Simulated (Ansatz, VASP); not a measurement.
## Ni: VASP beside Ansatz

File INCAR:

```
PREC = Accurate
ENCUT = 520
EDIFF = 1E-7
ISMEAR = -1
SIGMA = 0.05
LREAL = False
LASPH = True
NELM = 150
ALGO = Normal
ISIF = 2
LWAVE = False
LCHARG = False
ISPIN = 2
MAGMOM = 1 1
LORBIT = 11
LMAXMIX = 4
GGA = PS
NBANDS = 21
```

KPOINTS

```
Automatic mesh
0
Gamma
  12 12 7
```

Contents of POSCAR:

```
Ni
1.0
    2.4315927189      0.0000000000      0.0000000000
   -1.2157963594      2.1058210663      0.0000000000
    0.0000000000      0.0000000000      4.0454724674
Ni
2
Direct
    0.6666666667      0.3333333333      0.7500000000
    0.3333333333      0.6666666667      0.2500000000
```

input.yaml

```yaml
crystal:
  lattice:
    - [2.4315927189, 0.0, 0.0]
    - [-1.2157963594, 2.1058210663, 0.0]
    - [0.0, 0.0, 4.0454724674]
  atoms:
    - { symbol: Ni, position: [0.6666666667, 0.3333333333, 0.75], spin: 1.0 }
    - { symbol: Ni, position: [0.3333333333, 0.6666666667, 0.25], spin: 1.0 }
hamiltonian:
  xc: pbesol
  pseudopotentials: { kind: paw }
magnetization:
  spin_polarized: true
kpoints:
  mp_grid: { grid: [12, 12, 7] }
scf:
  occupations: { method: fermi_dirac, width: 0.05 }
output:
  forces: true
  stress: true
  eigenvalues: true
```

This isn't the form of Ni at room conditions, which is fcc.

Alike in both runs: task single point; functional PBEsol; k mesh 12 × 12 × 7; occupations fermi-dirac, width 0.05 eV; collinear spin.

|  | VASP | Ansatz |
| --- | --- | --- |
| version | VASP 6.6.1 | Ansatz 0.2.0 |
| potentials or method | VASP PAW PBE potentials, release 64 (Ni) | Ansatz PAW |
| plane-wave cutoff (eV) | 520 | 420 |
| valence electrons in the cell | 20 | 36 |

Ansatz gave:

```
gap on the k mesh at the Fermi level (eV)                     : none
pressure (GPa)                                                : 1.5
largest component of the traceless stress (GPa)               : 2.84
net moment per atom (μB)                                      : 0.64
size of the moment on the site where the two differ most (μB) : 0.68
```

Task: Which values does VASP return?

Result: gap on the k mesh at the Fermi level (eV): none; pressure (GPa): 1.3; largest component of the traceless stress (GPa): 2.74; net moment per atom (μB): 0.63; size of the moment on the site where the two differ most (μB): 0.63.

Site moments also hang on the region over which each program counts them. A gap of «none» marks a metal or a gap that the smearing closes. The two sets of potentials don't hold the same shells in valence.

Caveats: the PAW data sets were made with another functional, which shifts forces and pressure a little (VASP); the PAW data sets come from PBE, with cores solved anew for the run's functional, which leaves a small shift of forces and pressure (Ansatz).
